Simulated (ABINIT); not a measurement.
# In (P6_3/mmc) in ABINIT: a series of runs, part 2 of 2

ABINIT 10.8.3 (patched build). The steps go on from the part before.

**6. Single point, PBE**

run.abi

```
# Pseudopotentials
pp_dirpath "./"
pseudos "49_In_13_2.5_3.1_pbe_n_v1.0.psp8"

# Structure
acell 6.3031527308 6.3031527309 10.4107713002
rprim
     1.0000000000     0.0000000000     0.0000000000
    -0.5000000000     0.8660254038     0.0000000000
     0.0000000000     0.0000000000     1.0000000000
ntypat 1
znucl 49
natom 2
typat 1 1
xred
     0.6666666667     0.3333333333     0.7500000000
     0.3333333333     0.6666666667     0.2500000000

# Plane-wave basis
ecut 598.650497 eV

# k points
kptopt 1
ngkpt 9 9 5
nshiftk 1
shiftk 0.0 0.0 0.0

# Exchange and correlation
ixc 11

# Bands and occupations
nband 17
occopt 3
tsmear 0.00183747

# SCF cycle
nstep 100
tolvrs 1.0e-10

# Output
iomode 3
prtwf 0
prtden 0
prteig 0
prtebands 0
enunit 1
```

Potentials or basis: SPMS NC PBE v1.0.

On the command line:

```console
> abinit run.abi > log 2>&1
```

run.abo:

```text
.Version 10.8.3 of ABINIT
 Symmetries : space group P6_3/m m c (#194); Bravais hP (primitive hexag.)
================================================================================
 Values of the parameters that define the memory need of the present run
     intxc =       0    ionmov =       0      iscf =       7    lmnmax =       6
     lnmax =       6     mgfft =      45  mpssoang =       3    mqgrid =    3001
     natom =       2  nloc_mem =       1    nspden =       1   nspinor =       1
    nsppol =       1      nsym =      24    n1xccc =    2501    ntypat =       1
    occopt =       3   xclevel =       2
       mpw =        1787          nfft =       40500          nkpt =          36
================================================================================
================================================================================

--------------------------------------------------------------------------------
------------- Echo of variables that govern the present computation ------------
--------------------------------------------------------------------------------
 -outvars: echo values of preprocessed input variables --------
            acell      6.3031527308E+00  6.3031527309E+00  1.0410771300E+01 Bohr
              amu      1.14820000E+02
             ecut      2.20000000E+01 Hartree
           enunit           1
              ixc          11
         kptrlatt        9    0    0      0    9    0      0    0    5
          kptrlen      5.20538565E+01
            natom           2
            nband          17
            ngfft          30      30      45
             nkpt          36
            nstep         100
             nsym          24
           ntypat           1
           occopt           3
           prtden           0
        prtebands           0
           prteig           0
            prtwf           0
            rprim      1.0000000000E+00  0.0000000000E+00  0.0000000000E+00
                      -5.0000000000E-01  8.6602540380E-01  0.0000000000E+00
                       0.0000000000E+00  0.0000000000E+00  1.0000000000E+00
          spgroup         194
           tolvrs      1.00000000E-10
           tsmear      1.83747000E-03 Hartree
            typat      1  1
           xangst      1.6677423898E+00  9.6287151776E-01  4.1318571872E+00
                      -1.7639282173E-11  1.9257430355E+00  1.3772857291E+00
            xcart      3.1515763654E+00  1.8195634630E+00  7.8080784752E+00
                      -3.3333412365E-11  3.6391269260E+00  2.6026928251E+00
             xred      6.6666666667E-01  3.3333333333E-01  7.5000000000E-01
                       3.3333333333E-01  6.6666666667E-01  2.5000000000E-01
            znucl       49.00000

================================================================================

 chkinp: Checking input parameters for consistency.

================================================================================
== DATASET  1 ==================================================================

--- !DatasetInfo
iteration_state: {dtset: 1, }
dimensions: {natom: 2, nkpt: 36, mband: 17, nsppol: 1, nspinor: 1, nspden: 1, mpw: 1787, }
cutoff_energies: {ecut:  22.0, pawecutdg:  -1.0, }
electrons: {nelect:   2.60000000E+01, charge:   0.00000000E+00, occopt:   3.00000000E+00, tsmear:   1.83747000E-03, }
meta: {optdriver: 0, ionmov: 0, optcell: 0, iscf: 7, paral_kgb: 0, }
...

 Exchange-correlation functional for the present dataset will be:
  GGA: Perdew-Burke-Ernzerhof functional - ixc=11
  J.P.Perdew, K.Burke, M.Ernzerhof, PRL 77, 3865 (1996)

 Real(R)+Recip(G) space primitive vectors, cartesian coordinates (Bohr,Bohr^-1):
 R(1)=  6.3031527  0.0000000  0.0000000  G(1)=  0.1586508  0.0915971  0.0000000
 R(2)= -3.1515764  5.4586904  0.0000000  G(2)=  0.0000000  0.1831941  0.0000000
 R(3)=  0.0000000  0.0000000 10.4107713  G(3)=  0.0000000  0.0000000  0.0960544
 Unit cell volume ucvol=  3.5820298E+02 bohr^3
 Angles (23,13,12)=  9.00000000E+01  9.00000000E+01  1.20000000E+02 degrees

 getcut: wavevector=  0.0000  0.0000  0.0000  ngfft=  30  30  45
         ecut(hartree)=     22.000   => boxcut(ratio)=   2.00167

--- Pseudopotential description ------------------------------------------------
- pspini: atom type   1  psp file is ./49_In_13_2.5_3.1_pbe_n_v1.0.psp8
    8   11    2    4       600   0.00000      pspcod,pspxc,lmax,lloc,mmax,r2well
    5.99000000000000    5.00000000000000    0.00000000000000   rchrg,fchrg,qchrg
     nproj     2     2     2
     extension_switch     1

   1.83920360E+03                                ecore*ucvol(ha*bohr**3)
--------------------------------------------------------------------------------

================================================================================

--- !BeginCycle
iteration_state: {dtset: 1, }
solver: {iscf: 7, nstep: 100, nline: 4, wfoptalg: 0, }
tolerances: {tolvrs: 1.00E-10, }
...

     iter   Etot(hartree)      deltaE(h)  residm     vres2
 ETOT  1  -122.82668542055    -1.228E+02 1.737E-01 4.664E+00
 ETOT  2  -122.91973770992    -9.305E-02 2.888E-03 2.087E-02
 ETOT  3  -122.91974238977    -4.680E-06 6.478E-04 3.412E-03
 ETOT  4  -122.91974300924    -6.195E-07 9.759E-05 1.503E-04
 ETOT  5  -122.91974305529    -4.605E-08 9.363E-05 4.291E-06
 ETOT  6  -122.91974305645    -1.158E-09 8.094E-05 3.151E-08
 ETOT  7  -122.91974305645    -5.357E-12 8.034E-05 5.789E-10
 ETOT  8  -122.91974305645    -3.837E-13 6.055E-05 3.704E-12

 At SCF step    8       vres2   =  3.70E-12 < tolvrs=  1.00E-10 =>converged.

 Cartesian components of stress tensor (hartree/bohr^3)
  sigma(1 1)= -5.54052364E-05  sigma(3 2)=  0.00000000E+00
  sigma(2 2)= -5.54052374E-05  sigma(3 1)=  0.00000000E+00
  sigma(3 3)= -4.36852885E-05  sigma(2 1)=  1.30792577E-13

--- !ResultsGS
iteration_state: {dtset: 1, }
comment   : Summary of ground state results
lattice_vectors:
- [  6.3031527,   0.0000000,   0.0000000, ]
- [ -3.1515764,   5.4586904,   0.0000000, ]
- [  0.0000000,   0.0000000,  10.4107713, ]
lattice_lengths: [   6.30315,    6.30315,   10.41077, ]
lattice_angles: [ 90.000,  90.000, 120.000, ] # degrees, (23, 13, 12)
lattice_volume:   3.5820298E+02
convergence: {deltae: -3.837E-13, res2:  3.704E-12, residm:  6.055E-05, diffor: null, }
etotal    :  -1.22919743E+02
entropy   :   0.00000000E+00
fermie    :   2.15018413E-01
cartesian_stress_tensor: # hartree/bohr^3
- [ -5.54052364E-05,   1.30792577E-13,   0.00000000E+00, ]
- [  1.30792577E-13,  -5.54052374E-05,   0.00000000E+00, ]
- [  0.00000000E+00,   0.00000000E+00,  -4.36852885E-05, ]
pressure_GPa:   1.5151E+00
xred      :
- [  6.6667E-01,   3.3333E-01,   7.5000E-01, In]
- [  3.3333E-01,   6.6667E-01,   2.5000E-01, In]
cartesian_forces: # hartree/bohr
- [  1.49516578E-28,  -1.23319195E-29,  -0.00000000E+00, ]
- [ -1.49516578E-28,   1.23319195E-29,  -0.00000000E+00, ]
force_length_stats: {min:   1.50024276E-28, max:   1.50024276E-28, mean:   1.50024276E-28, }
...

 Integrated electronic density in atomic spheres:
 ------------------------------------------------
 Atom  Sphere_radius  Integrated_density
    1        2.00000          9.87834924
    2        2.00000          9.87834924
================================================================================

 ----iterations are completed or convergence reached----

 Mean square residual over all n,k,spin=   16.406E-08; max=  60.552E-06
 reduced coordinates (array xred) for    2 atoms
       0.666666666667      0.333333333333      0.750000000000
       0.333333333333      0.666666666667      0.250000000000
 rms dE/dt=  6.5034E-28; max dE/dt=  1.0771E-27; dE/dt below (all hartree)
    1      -0.000000000000      0.000000000000      0.000000000000
    2       0.000000000000     -0.000000000000      0.000000000000

 cartesian coordinates (angstrom) at end:
    1      1.66774238984995     0.96287151775649     4.13185718718853
    2     -0.00000000001764     1.92574303551298     1.37728572906284

 cartesian forces (hartree/bohr) at end:
    1      0.00000000000000    -0.00000000000000    -0.00000000000000
    2     -0.00000000000000     0.00000000000000    -0.00000000000000
 frms,max,avg= 8.6616556E-29 1.4951658E-28   0.000E+00  0.000E+00  0.000E+00 h/b

 cartesian forces (eV/Angstrom) at end:
    1      0.00000000000000    -0.00000000000000    -0.00000000000000
    2     -0.00000000000000     0.00000000000000    -0.00000000000000
 frms,max,avg= 4.4540024E-27 7.6884516E-27   0.000E+00  0.000E+00  0.000E+00 e/A
 length scales=  6.303152730800  6.303152730900 10.410771300200 bohr
              =  3.335484779718  3.335484779770  5.509142916251 angstroms
 Fermi (or HOMO) energy (eV) =   5.85095   Average Vxc (eV)= -10.64404
 Eigenvalues (   eV  ) for nkpt=  36  k points:
 kpt#   1, nband= 17, wtk=  0.00247, kpt=  0.0000  0.0000  0.0000 (reduced coord)
  -8.92627   -8.87213   -8.84650   -8.84650   -8.82014   -8.82014   -8.74706   -8.74706
  -8.57014   -8.57014   -3.66073    1.34705    2.43704   14.19034   14.19034   15.97305
  16.00440
 prteigrs : prtvol=0 or 1, do not print more k-points.

--- !EnergyTerms
iteration_state     : {dtset: 1, }
comment             : Components of total free energy in Hartree
kinetic             :  6.66230136580105E+01
hartree             :  2.18084639275485E+01
xc                  : -3.48963521421442E+01
Ewald energy        : -8.65905105060494E+01
psp_core            :  5.13452898797567E+00
local_psp           : -6.90161422047879E+01
non_local_psp       : -2.59822419793691E+01
internal            : -1.22919240258816E+02
'-kT*entropy'       : -5.02797636887185E-04
total_energy        : -1.22919743056453E+02
total_energy_eV     : -3.34481660556588E+03
band_energy         : -5.99787770014677E+00
...

 Cartesian components of stress tensor (hartree/bohr^3)
  sigma(1 1)= -5.54052364E-05  sigma(3 2)=  0.00000000E+00
  sigma(2 2)= -5.54052374E-05  sigma(3 1)=  0.00000000E+00
  sigma(3 3)= -4.36852885E-05  sigma(2 1)=  1.30792577E-13

-Cartesian components of stress tensor (GPa)         [Pressure=  1.5151E+00 GPa]
- sigma(1 1)= -1.63007833E+00  sigma(3 2)=  0.00000000E+00
- sigma(2 2)= -1.63007836E+00  sigma(3 1)=  0.00000000E+00
- sigma(3 3)= -1.28526556E+00  sigma(2 1)=  3.84805047E-09

== END DATASET(S) ==============================================================
================================================================================

 -outvars: echo values of variables after computation  --------
            acell      6.3031527308E+00  6.3031527309E+00  1.0410771300E+01 Bohr
           etotal     -1.2291974306E+02
            fcart      1.4951657819E-28 -1.2331919522E-29 -0.0000000000E+00
                      -1.4951657819E-28  1.2331919522E-29 -0.0000000000E+00
            rprim      1.0000000000E+00  0.0000000000E+00  0.0000000000E+00
                      -5.0000000000E-01  8.6602540380E-01  0.0000000000E+00
                       0.0000000000E+00  0.0000000000E+00  1.0000000000E+00
           strten     -5.5405236424E-05 -5.5405237391E-05 -4.3685288483E-05
                       0.0000000000E+00  0.0000000000E+00  1.3079257699E-13
           xangst      1.6677423898E+00  9.6287151776E-01  4.1318571872E+00
                      -1.7639282173E-11  1.9257430355E+00  1.3772857291E+00
             xred      6.6666666667E-01  3.3333333333E-01  7.5000000000E-01
                       3.3333333333E-01  6.6666666667E-01  2.5000000000E-01
 Calculation completed.
```

Wall time 26 s (1 thread of Arm Neoverse V1, shared host); peak memory 0.07 GiB.

What came out:

| Property | Result |
| --- | --- |
| Free energy | -3344.8166 eV |
| Pressure | 1.5 GPa |
| Band gap on the k mesh | none (metal or under the smearing width) |
| Valence electrons inside the program's atomic spheres | In 9.88 (radii [1.0584] Å) |

Stress tensor (GPa, compression positive):
```
1.63 0.00 0.00
0.00 1.63 0.00
0.00 0.00 1.29
```

Levels at points of the mesh, in eV from the Fermi level:
| k point | band 10 | band 11 | band 12 | band 13 | band 14 | band 15 | band 16 | band 17 |
| --- | --- | --- | --- | --- | --- | --- | --- | --- |
| (0.00, 0.00, 0.00) | -14.42 | -9.51 | -4.50 | -3.41 | 8.34 | 8.34 | 10.12 | 10.15 |

**7. The runs side by side**

| potentials or basis | cutoff (eV) | gap on the mesh (eV) | pressure (GPa) |
| --- | --- | --- | --- |
| PseudoDojo NC SR PBE v0.5 standard | 952 | none | 1.4 |
| PseudoDojo NC SR PBE v0.5 stringent | 1116 | none | 1.5 |
| SG15 NC PBE v1.2 | 952 | none | 1.5 |
| Ansatz NC PBE | 952 | none | 1.5 |
| SPMS NC PBE v1.0 | 599 | none | 1.5 |

Alike in all rows: task single point; level PBE; no spin polarisation; cell as given; k mesh 9 × 9 × 5; smearing fermi-dirac 0.05 eV.

Absolute energies hang on the potentials; compare differences alone.
